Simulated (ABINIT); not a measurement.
# KCl (Sylvite): G0W0 with ABINIT, start to end, part 3 of 3

Aim: the G0W0 gap of KCl (Sylvite) on PBE, step by step.

ABINIT 10.8.3; PBE and many-body steps on it, plane waves. Known limits of the many-body steps: not at the basis limit.

So far. Step 4 (Empty states on the mesh, 4×4×4 mesh, 260 bands): On this mesh the gap is 5.190 eV. Step 5 (Screening, 4×4×4 mesh, 252 bands, screening to 209.5 eV): Local fields lower ε∞ by 16 %.

### 6. Self-energy, 4×4×4 mesh, 252 bands, screening to 209.5 eV

The self-energy is evaluated for the states that the input lists, and the levels follow from it, in one-shot runs by the linearised quasiparticle equation.

This step: G0W0 on PBE, plane waves, norm-conserving pseudopotentials.

run.abi

```
acell 3*1.0 Angstrom
rprim 
  -0.000000000000 3.146470000000 3.146470000000
  3.146470000000 0.000000000000 3.146470000000
  3.146470000000 3.146470000000 -0.000000000000
ntypat 2
znucl 19 17
natom 2
typat 1 2
xred 
  0.000000000000 0.000000000000 0.000000000000
  0.500000000000 0.500000000000 0.500000000000
pp_dirpath "pseudos"
pseudos "K.upf, Cl.upf"
ecut 33
ngkpt 4 4 4
nshiftk 1
shiftk 0 0 0
kptopt 1
chksymbreak 0
istwfk *1
occopt 1
irdwfk 1
optdriver 4
nband 252
gwcalctyp 0
ecutsigx 33
symsigma 1
nkptgw 1
kptgw 
  0.0000000000 0.0000000000 0.0000000000
bdgw 
  6 12
ecuteps 7.7
irdscr 1
ppmodel 1
indata_prefix "in"
outdata_prefix "out"
tmpdata_prefix "tmp"
```

Launch:

```bash
> OMP_NUM_THREADS=1 mpirun -n 4 abinit run.abi > log
```

Numbers of over 12 decimals in the logs are rounded to 6 here.

The program printed:

```text
.Version 10.8.3 of ABINIT. v10.8.2 released Aug 2026.

 Symmetries : space group Fm -3 m (#225); Bravais cF (face-center cubic)
[... echo of the input left out ...]
== DATASET  1 ==================================================================
-   mpi_nproc: 4, omp_nthreads: 1 (-1 if OMP is not activated)

--- !DatasetInfo
iteration_state: {dtset: 1, }
dimensions: {natom: 2, nkpt: 8, mband: 252, nsppol: 1, nspinor: 1, nspden: 1, mpw: 3839, }
cutoff_energies: {ecut:  33.0, pawecutdg:  -1.0, }
electrons: {nelect:   1.60000000E+01, charge:   0.00000000E+00, occopt:   1.00000000E+00, tsmear:   1.00000000E-02, }

 SIGMA: Calculation of the GW corrections

 Based on a program developped by R.W. Godby, V. Olevano, G. Onida, and L. Reining.
 Incorporated in ABINIT by V. Olevano, G.-M. Rignanese, and M. Torrent.
.Using double precision arithmetic ; gwpc =  8

[... cell and pseudopotentials left out ...]
--------------------------------------------------------------------------------

 ==== K-mesh for the wavefunctions ====
 Number of points in the irreducible wedge :     8
[... list of points left out ...]
 Together with 48 symmetry operations and time-reversal symmetry
 yields    64 points in the full Brillouin Zone.

 ==== Q-mesh for screening function ====
 Number of points in the irreducible wedge :     8
[... list of points left out ...]
 Together with 48 symmetry operations and time-reversal symmetry
 yields    64 points in the full Brillouin Zone.

 vcoul_init : cutoff-mode = AUXILIARY_FUNCTION
 q-points for optical limit:   1
     1)      0.000010    0.000020    0.000030
 setmesh: FFT mesh size selected  =    45x   45x   45
          total number of points  =        91125

 Number of electrons calculated from density =   16.0000; Expected =   16.0000
 average of density, n =  0.038056
 r_s =    1.8443
 omega_plasma =   18.8177 [eV]

 === KS Band Gaps ===
  >>>> For spin  1
   Minimum direct gap =   5.1895 [eV], located at k-point      :   0.0000  0.0000  0.0000
   Fundamental gap    =   5.1895 [eV], Top of valence bands at :   0.0000  0.0000  0.0000
                                       Bottom of conduction at :   0.0000  0.0000  0.0000
 SIGMA fundamental parameters:
 PLASMON POLE MODEL  1
 number of plane-waves for SigmaX                 3839
 number of plane-waves for SigmaC and W            411
 number of plane-waves for wavefunctions          3839
 number of bands                                   252
 number of independent spin polarizations            1
 number of spinorial components                      1
 number of k-points in IBZ                           8
 number of q-points in IBZ                           8
 number of symmetry operations                      48
 number of k-points in BZ                           64
 number of q-points in BZ                           64
 number of frequencies for dSigma/dE                 9
 frequency step for dSigma/dE [eV]                0.25
 number of omega for Sigma on real axis              0
 max omega for Sigma on real axis  [eV]           0.00
 zcut for avoiding poles [eV]                     0.10

 EPSILON^-1 parameters (SCR file):
 dimension of the eps^-1 matrix on file            411
 dimension of the eps^-1 matrix used               411
 number of plane-waves for wavefunctions          3839
 number of bands                                   252
 number of q-points in IBZ                           8
 number of frequencies                               2
 number of real frequencies                          1
 number of imag frequencies                          1

 matrix elements of self-energy operator (all in [eV])

 Perturbative Calculation

--- !SelfEnergy_ee
iteration_state: {dtset: 1, }
kpoint     : [   0.000,    0.000,    0.000, ]
spin       : 1
KS_gap     :    5.190
QP_gap     :    8.144
Delta_QP_KS:    2.955
data: !SigmaeeData |
     Band     E0 <VxcDFT>   SigX SigC(E0)      Z dSigC/dE  Sig(E)    E-E0       E
        6  -0.231 -14.148 -18.664   1.696   0.807  -0.239 -16.425  -2.277  -2.508
        7  -0.231 -14.148 -18.664   1.696   0.807  -0.239 -16.425  -2.277  -2.508
        8  -0.231 -14.148 -18.664   1.696   0.807  -0.239 -16.425  -2.277  -2.508
        9   4.958  -6.955  -3.245  -2.933   0.873  -0.146  -6.277   0.678   5.636
       10   8.135  -8.956  -4.051  -3.069   0.867  -0.153  -7.364   1.593   9.728
       11   8.135  -8.956  -4.051  -3.069   0.867  -0.153  -7.364   1.593   9.728
       12   8.135  -8.956  -4.051  -3.069   0.867  -0.153  -7.364   1.593   9.728

== END DATASET(S) ==============================================================
================================================================================

 -outvars: echo values of variables after computation  --------
           etotal      0.0000000000E+00
            nband         252
             nkpt           8
          spgroup         225
 [... the other variables as echoed above ...]

 Calculation completed.
```

It took 20 s on 4 MPI ranks of Intel Xeon 6975P-C (Granite Rapids), shared host; peak memory 1.8 GiB.

This step gave:

```
G0W0 gap on the points computed              : 8.144 eV
starting gap on the mesh                     : 5.190 eV
k of the valence top                         : 0, 0, 0
k of the conduction bottom                   : 0, 0, 0
Z at the valence top                         : 0.807
Z at the conduction bottom                   : 0.873
least direct G0W0 gap on the computed points : 8.144 eV
```

The gap on the mesh goes from 5.19 eV to 8.14 eV, a correction of +2.95 eV.

Limits: finite bands, cutoff and mesh. v1 is the top filled band, c1 the lowest empty one. The levels before and after the correction (eV, zero at the valence-band top of each column):

```csv
,conduction bottom,valence top
Kohn-Sham,5.19,0.00
G0W0,8.14,0.00
```

```csv
,level,energy (eV)
Kohn-Sham,Γ v3-v1,0.000
Kohn-Sham,Γ c1,5.190
Kohn-Sham,Γ c2-c4,8.367
G0W0,Γ v3-v1,0.000
G0W0,Γ c1,8.144
G0W0,Γ c2-c4,12.236
```

### 7. Where the time went

Times are wall times on 4 MPI ranks of Intel Xeon 6975P-C (Granite Rapids), shared host, good to a factor of about two.

```csv
step,time,share,memory (GiB)
ground state,6.5 s,5 %,0.39
bands along the symmetry lines,13 s,10 %,0.33
empty states on the mesh,45 s,35 %,3.4
screening,45 s,34 %,1.7
self-energy,20 s,16 %,1.8
```

### 8. What came out

- PBE gap: 5.19 eV, direct
- G0W0 gap on the mesh: 8.14 eV
- GW settings: 4×4×4 mesh, 252 bands, screening to 209.5 eV, Godby-Needs plasmon pole
- known limits: not at the basis limit

In words: G0W0 moves the gap on the mesh from 5.19 eV to 8.14 eV (+2.95 eV), with Z of 0.81 and 0.87 at the edges. Local fields lower the RPA ε∞ on this mesh from 2.59 to 2.18. Only 1 of the mesh's irreducible points was corrected, so a valley elsewhere could overtake. Bands and cutoff are finite, so the gap is not at the basis limit. The miss can reach some tenths of an eV and take either sign; the mesh is an error of its own. In the G0W0 run levels were corrected at 1 k point alone, so a gap called «on the mesh» is the least over those, and an edge elsewhere would be missed.

[Paths, hosts, dates, memory and timing lines, banners, echoed tables and standing remarks are left out of the program output.]

[Logs are printed without paths, hosts, clocks, repeated set-up lines and the standing remarks that a program may print on its own settings, such as how far it seeks lower states.]

[Runs of the session that timed out or met a known fault of the program may be left out.]

[Hosts, paths, dates, database ids (printed as entryN), source tags and the programs' standing remarks are cut or masked in the printed files.]

[G0W0 gaps are taken among the corrected bands and points alone; a level outside them can change the order at an edge.]

[Where Ansatz stands beside ABINIT at settings called matched, ABINIT's density can come from a denser mesh and the files from another edition; pairs whose starting gaps differed by over 0.03 eV were left out, so agreement reads better than it is.]
